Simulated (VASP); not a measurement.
A convergence study with VASP on BaSnO₃ (cubic perovskite): one setting is varied, all else stays as given below, so the limit is that of these other settings. Each run relaxes cell and ions from the cell shown. The basis is that of the starting cell, so low cut-offs carry a Pulay error.

```
CELL_PARAMETERS angstrom
      4.12000     0.00000     0.00000
      0.00000     4.12000     0.00000
      0.00000     0.00000     4.12000
ATOMIC_POSITIONS crystal
  Ba 0.00000 0.00000 0.00000
  Sn 0.50000 0.50000 0.50000
  O  0.50000 0.00000 0.50000
  O  0.00000 0.50000 0.50000
  O  0.50000 0.50000 0.00000
```

These are PBE GGA, VASP's PBE PAW potentials (set 64) (plane waves; VASP 6.6.1) values and carry that method's errors. The tightest run used: 800 eV cut-off, 4×4×4 Γ-centred mesh, Gaussian smearing of 0.050 eV, potentials Ba_sv Sn_d O.

Gaps are read on the run's mesh, which can miss a band edge.

| setting | relaxed volume (Å³/atom) | E (eV/atom) | gap on the mesh (eV) | plane waves |
|---|---|---|---|---|
| ENCUT = 250 | 11.747 | -6.9699 | 3.291 | 647 |
| ENCUT = 300 | 12.775 | -6.4422 | 2.105 | 840 |
| ENCUT = 350 | 13.648 | -6.3071 | 1.247 | 1064 |
| ENCUT = 400 | 14.222 | -6.2829 | 0.722 | 1328 |
| ENCUT = 450 | 14.538 | -6.2828 | 0.454 | 1568 |

Q: These are the cheaper rows. Estimate the results at ENCUT = 800, and how far the last row shown lies from them.

A: 
```json
[
 {"quantity": "relaxed volume (Å³/atom)", "tightest run": "14.675", "last row shown is off by": "-0.138"},
 {"quantity": "E (eV/atom)", "tightest run": "-6.2889", "last row shown is off by": "0.0062"},
 {"quantity": "gap on the mesh (eV)", "tightest run": "0.343", "last row shown is off by": "0.111"}
]
```

Left out are rungs that failed or repeat a setting and relaxations that didn't move; long series are thinned to 24 rows.

The compound is BaSnO3 in the cubic perovskite structure.
